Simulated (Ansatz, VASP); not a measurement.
Given: the input of a run of VASP 6.6.1 on BN. The cell is a database's computed one, not the measured one.

The input INCAR:

```
ALGO = Normal ; EDIFF = 1E-6
EDIFFG = -0.005 ; ENCUT = 600
GGA = CA ; IBRION = 2
ISIF = 3 ; ISMEAR = -1
LASPH = T ; LCHARG = F
LREAL = F ; LWAVE = F
NELM = 100 ; NSW = 40
PREC = Accurate ; SIGMA = 0.05
```

File KPOINTS:

```
k-points
0
Gamma
  13 13 13
```

File POSCAR:

```
BN
1.0
    0.0000000000      1.8130010000      1.8130010000
    1.8130010000      0.0000000000      1.8130010000
    1.8130010000      1.8130010000      0.0000000000
N B
1 1
Direct
    0.2500000000      0.2500000000      0.2500000000
    0.0000000000      0.0000000000      0.0000000000
```

Potentials or basis: VASP PAW LDA potentials, release 64 (N, B).

Run with:

```bash
$ cat potpaw_LDA.64/N/POTCAR potpaw_LDA.64/B/POTCAR > POTCAR
$ mpirun -np 1 vasp_std > vasp.out
```

Problem. Translate it to Ansatz 0.2.0. Potentials or basis there: Ansatz PAW, cutoff 420 eV.

Solution. As run (cutoffs and basis follow the program's own potentials, and thresholds, step limits or extra output files can differ):

File input.yaml:

```yaml
crystal:
  lattice:
    - [0.0, 1.813001, 1.813001]
    - [1.813001, 0.0, 1.813001]
    - [1.813001, 1.813001, 0.0]
  atoms:
    - { symbol: "N", position: [0.25, 0.25, 0.25] }
    - { symbol: B, position: [0.0, 0.0, 0.0] }
hamiltonian:
  xc: lda
  pseudopotentials: { kind: paw }
kpoints:
  mp_grid: { grid: [13, 13, 13] }
scf:
  occupations: { method: fermi_dirac, width: 0.05 }
output:
  forces: true
  stress: true
  eigenvalues: true
  write_density: true
  write_potential: true
  elf: true
  volumetric_format: npy
relax:
  f_tol: 0.01
  max_steps: 40
  cell: { stress_tol: 0.05 }
```

Potentials or basis: Ansatz PAW.

The run is started by

```bash
$ ansatz run input.yaml --threads 1 --pin off --max-ram 3584MiB --backend cpu --events-out ev --progress --plain --runs-dir out
```

Both were run:

|  | VASP | Ansatz |
| --- | --- | --- |
| Relaxed volume | 5.75 Å³/atom | 5.74 Å³/atom |
| Relaxed cell | a = 2.533 Å, b = 2.533 Å, c = 2.533 Å, α = 60.00°, β = 60.00°, γ = 60.00° | a = 2.532 Å, b = 2.532 Å, c = 2.532 Å, α = 60.00°, β = 60.00°, γ = 60.00° |
| Space group after relaxing | F-43m (No. 216) | F-43m (No. 216) |
| Pressure after relaxing | -0.1 GPa | 0.0 GPa |

Ansatz's pressure holds a Pulay term of +1.35 GPa for its cutoff of 420 eV, which the other run lacks.

Ansatz's potentials were made for PBE.

Where Ansatz's input types no cutoff or centring, it takes its own default and a Γ-centred mesh.

The two programs' LDA may be different fits to the electron gas.

Pressure is positive in compression.
